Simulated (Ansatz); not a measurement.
Lattice vibrations of BeTe at Γ

Computed with DFT PBE, scalar-relativistic, plane waves, PAW in Ansatz. Plane waves to 420 eV; Γ-centred k mesh 10×10×10; fixed occupations. No spin polarisation. Phonons by linear response, acoustic sum rule imposed.

Relaxed structure:
```
CELL_PARAMETERS angstrom
-2.00255 2.00255 2.83195
2.00255 -2.00255 2.83195
2.00255 2.00255 -2.83195
ATOMIC_POSITIONS crystal
Be 0.00000 0.00000 0.00000
Te 0.25000 0.75000 0.50000
```

The cell has the zinc blende type, in a space group that the Crystallography Open Database lists for this formula; it was reached from a generator's guess. Spin–orbit coupling is left out, which matters for heavy elements.

**Question.** Give the high-frequency dielectric tensor ε∞.

**Answer.**
```
7.41 0.00 0.00
0.00 7.41 0.00
0.00 0.00 7.41
```

**Question.** Give the Born effective charges.

**Answer.**
```tsv
atom	Z*xx	Z*yy	Z*zz	mean
Be (atom 1)	1.36	1.36	1.36	1.36
Te (atom 2)	-1.36	-1.36	-1.36	-1.36
```

**Question.** How large is the static dielectric tensor with the ions free to move, and what share of it is ionic?

**Answer.**
```
8.6 0.0 0.0
0.0 8.6 0.0
0.0 0.0 8.6
```
The ions give 13 % of its trace.
